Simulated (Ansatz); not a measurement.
The system is Ti.

```
Ti
1.0
     4.56737    0.00000    0.00000
    -2.28369    3.95546    0.00000
     0.00000    0.00000    2.82624
Ti
3
Direct
  0.66667 0.33333 0.50000
  0.33333 0.66667 0.50000
  0.00000 0.00000 0.00000
```

This isn't the form of Ti at room conditions, which is hcp.

Program: Ansatz 0.2.0. Alike in all runs: task single point; level PBEsol+U; potentials or basis Ansatz PAW; no spin polarisation; cell as given; k mesh 7 × 7 × 9; cutoff (eV) 420; smearing fermi-dirac 0.05 eV.

Order these runs on this cell by their pressure, lowest first.
A. U Ti d U = 8 eV
B. U Ti d U = 4 eV
C. U Ti d U = 5 eV
D. U Ti d U = 6 eV

B (2.4 GPa), C (4.5 GPa), D (7.1 GPa), A (36.2 GPa).

Caveats: U without spin polarisation on a metal has little footing; the PAW data sets come from PBE, with cores solved anew for the run's functional, which leaves a small shift of forces and pressure; the U is typed as a test and isn't derived for this compound; a pressure of tens of GPa on the cell as given is suspect, and the run, the potentials or the cell itself is likely at fault (some runs).
